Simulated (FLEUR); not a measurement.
The system is ZnSe (Stilleite).

```
CELL_PARAMETERS angstrom
0.00000 2.83380 2.83380
2.83380 0.00000 2.83380
2.83380 2.83380 0.00000
ATOMIC_POSITIONS crystal
Se 0.75000 0.75000 0.75000
Zn 0.00000 0.00000 0.00000
```

Base run:

| Quantity | Value |
| --- | --- |
| Program | FLEUR MaX-R8.1 (later development tree) |
| Functional | PBEsol |
| Potentials or basis | all-electron |
| Basis | FLAPW |
| Kmax | 4.56 1/bohr |
| k mesh | 8 × 8 × 8 |
| Occupations | fermi-dirac, width 0.05 eV |
| Spin | no spin polarisation |

Its results: band gap on the k mesh 1.17 eV, direct.

Question: After a change of settings the same cell gave: band gap on the k mesh 1.29 eV, direct. Which change was it?
A. functional from PBEsol to LDA
B. functional from PBEsol to PBE
C. functional from PBEsol to r2SCAN

Answer: B.

Not every run made on this cell is shown here.
